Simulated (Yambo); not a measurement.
A run of Yambo 5.3.0 is set up as follows.

The input gw1.in:

```
gw0
dyson
el_el_corr
rim_cut
HF_and_locXC
ppa
em1d
RandQpts= 1000000
RandGvec= 50 RL
EXXRLvcs= 84 Ry
VXCRLvcs= 84 Ry
Chimod= "HARTREE"
% BndsRnXp
 1 | 158 |
%
NGsBlkXp= 12 Ry
% LongDrXp
 1 | 1 | 1 |
%
PPAPntXp= 27.21138 eV
% GbndRnge
 1 | 158 |
%
GTermKind= "BG"
DysSolver= "n"
ExtendOut
% QPkrange
 1 | 6 | 6 | 12 |
%
```

File scf.in:

```
&CONTROL
  calculation = 'scf'
  prefix = 'pwscf'
  outdir = './tmp'
  pseudo_dir = './pseudo'
/
&SYSTEM
  ibrav = 0
  nat = 4
  ntyp = 2
  ecutwfc = 84
  nbnd = 14
  occupations = 'smearing'
  smearing = 'fd'
  degauss = 0.00367493
  force_symmorphic = .true.
/
&ELECTRONS
  conv_thr = 8d-10
  electron_maxstep = 120
  mixing_beta = 0.5
/
ATOMIC_SPECIES
N     14.0070 N.upf
B     10.8100 B.upf
CELL_PARAMETERS angstrom
   2.4982400000    0.0000000000    0.0000000000
  -1.2491200000    2.1635393048    0.0000000000
   0.0000000000    0.0000000000    6.6357000000
ATOMIC_POSITIONS crystal
N      0.6666666667    0.3333333333    0.2500000000
N      0.3333333333    0.6666666667    0.7500000000
B      0.6666666667    0.3333333333    0.7500000000
B      0.3333333333    0.6666666667    0.2500000000
K_POINTS automatic
12 12 4 0 0 0
```

nscf.in

```
&CONTROL
  calculation = 'nscf'
  prefix = 'pwscf'
  outdir = './tmp'
  pseudo_dir = './pseudo'
/
&SYSTEM
  ibrav = 0
  nat = 4
  ntyp = 2
  ecutwfc = 84
  nbnd = 158
  occupations = 'fixed'
  force_symmorphic = .true.
/
&ELECTRONS
  conv_thr = 1d-08
  diago_full_acc = .true.
  diago_thr_init = 1d-06
/
ATOMIC_SPECIES
N     14.0070 N.upf
B     10.8100 B.upf
CELL_PARAMETERS angstrom
   2.4982400000    0.0000000000    0.0000000000
  -1.2491200000    2.1635393048    0.0000000000
   0.0000000000    0.0000000000    6.6357000000
ATOMIC_POSITIONS crystal
N      0.6666666667    0.3333333333    0.2500000000
N      0.3333333333    0.6666666667    0.7500000000
B      0.6666666667    0.3333333333    0.7500000000
B      0.3333333333    0.6666666667    0.2500000000
K_POINTS automatic
3 3 2 0 0 0
```

The input gw1_1.in:

```
gw0
dyson
el_el_corr
rim_cut
HF_and_locXC
ppa
em1d
RandQpts= 1000000
RandGvec= 50 RL
EXXRLvcs= 84 Ry
VXCRLvcs= 84 Ry
Chimod= "HARTREE"
% BndsRnXp
 1 | 158 |
%
NGsBlkXp= 12 Ry
% LongDrXp
 1 | 1 | 1 |
%
PPAPntXp= 27.21138 eV
% GbndRnge
 1 | 158 |
%
GTermKind= "BG"
DysSolver= "n"
ExtendOut
% QPkrange
 1 | 6 | 6 | 12 |
%
GfnQPdb= "E < gw1/ndb.QP"
XfnQPdb= "E < gw1/ndb.QP"
```

The input gw1_2.in:

```
gw0
dyson
el_el_corr
rim_cut
HF_and_locXC
ppa
em1d
RandQpts= 1000000
RandGvec= 50 RL
EXXRLvcs= 84 Ry
VXCRLvcs= 84 Ry
Chimod= "HARTREE"
% BndsRnXp
 1 | 158 |
%
NGsBlkXp= 12 Ry
% LongDrXp
 1 | 1 | 1 |
%
PPAPntXp= 27.21138 eV
% GbndRnge
 1 | 158 |
%
GTermKind= "BG"
DysSolver= "n"
ExtendOut
% QPkrange
 1 | 6 | 6 | 12 |
%
GfnQPdb= "E < gw1_1/ndb.QP"
XfnQPdb= "E < gw1_1/ndb.QP"
```

Contents of gw1_3.in:

```
gw0
dyson
el_el_corr
rim_cut
HF_and_locXC
ppa
em1d
RandQpts= 1000000
RandGvec= 50 RL
EXXRLvcs= 84 Ry
VXCRLvcs= 84 Ry
Chimod= "HARTREE"
% BndsRnXp
 1 | 158 |
%
NGsBlkXp= 12 Ry
% LongDrXp
 1 | 1 | 1 |
%
PPAPntXp= 27.21138 eV
% GbndRnge
 1 | 158 |
%
GTermKind= "BG"
DysSolver= "n"
ExtendOut
% QPkrange
 1 | 6 | 6 | 12 |
%
GfnQPdb= "E < gw1_2/ndb.QP"
XfnQPdb= "E < gw1_2/ndb.QP"
```

gw1_4.in

```
gw0
dyson
el_el_corr
rim_cut
HF_and_locXC
ppa
em1d
RandQpts= 1000000
RandGvec= 50 RL
EXXRLvcs= 84 Ry
VXCRLvcs= 84 Ry
Chimod= "HARTREE"
% BndsRnXp
 1 | 158 |
%
NGsBlkXp= 12 Ry
% LongDrXp
 1 | 1 | 1 |
%
PPAPntXp= 27.21138 eV
% GbndRnge
 1 | 158 |
%
GTermKind= "BG"
DysSolver= "n"
ExtendOut
% QPkrange
 1 | 6 | 6 | 12 |
%
GfnQPdb= "E < gw1_3/ndb.QP"
XfnQPdb= "E < gw1_3/ndb.QP"
```

Potentials or basis: PseudoDojo 0.4.1 SR PBE standard.

Run with:

```bash
$ OMP_NUM_THREADS=1 pw.x -in scf.in > scf.out
$ OMP_NUM_THREADS=1 pw.x -in nscf.in > nscf.out
$ cd tmp/pwscf.save; p2y; mv SAVE ../..; cd ../..
$ OMP_NUM_THREADS=1 yambo
$ mkdir -p gw1; ln -s $PWD/gw0/ndb.RIM gw1/
$ OMP_NUM_THREADS=1 yambo -F gw1.in -J gw1 -C gw1_out
$ mkdir -p gw1_1; ln -s $PWD/gw0/ndb.RIM gw1_1/
$ OMP_NUM_THREADS=1 yambo -F gw1_1.in -J gw1_1 -C gw1_1_out
$ # levels in gw1_1/ndb.QP reset to Eo + Z (Sx + Sc(Eo) - Vxc - shift), the shift holding the valence top or Fermi level at zero
$ mkdir -p gw1_2; ln -s $PWD/gw0/ndb.RIM gw1_2/
$ OMP_NUM_THREADS=1 yambo -F gw1_2.in -J gw1_2 -C gw1_2_out
$ # levels in gw1_2/ndb.QP reset to Eo + Z (Sx + Sc(Eo) - Vxc - shift), the shift holding the valence top or Fermi level at zero
$ mkdir -p gw1_3; ln -s $PWD/gw0/ndb.RIM gw1_3/
$ OMP_NUM_THREADS=1 yambo -F gw1_3.in -J gw1_3 -C gw1_3_out
$ # levels in gw1_3/ndb.QP reset to Eo + Z (Sx + Sc(Eo) - Vxc - shift), the shift holding the valence top or Fermi level at zero
$ mkdir -p gw1_4; ln -s $PWD/gw0/ndb.RIM gw1_4/
$ OMP_NUM_THREADS=1 yambo -F gw1_4.in -J gw1_4 -C gw1_4_out
$ # levels in gw1_4/ndb.QP reset to Eo + Z (Sx + Sc(Eo) - Vxc - shift), the shift holding the valence top or Fermi level at zero
```

(1) What does it give for the quasiparticle gap?

(2) What does it give for the least direct quasiparticle gap?

(3) Predict the band gap of the same states before the correction.

## Answers

(1) 6.93 eV.

(2) 7.39 eV.

(3) 4.32 eV.

Caveat: the k mesh is coarse (spacing up to 0.97 Å⁻¹), so the values aren't converged; this k mesh misses the band edges, so its gaps are larger than the crystal's; between passes the levels were reset to the linearisation about the Kohn-Sham level, since this version mixes two points of expansion; the levels printed in its table differ; this version prints the column dSc/dw multiplied by 27.2; the terminator is approximate in this version, by hundredths of an eV; the quasiparticle gap listed is the Kohn-Sham gap on the denser mesh of the self-consistent run plus the correction found on the GW mesh, so it differs from the gap in the log; an odd mesh through Γ misses points on the zone boundary, where band edges often lie.
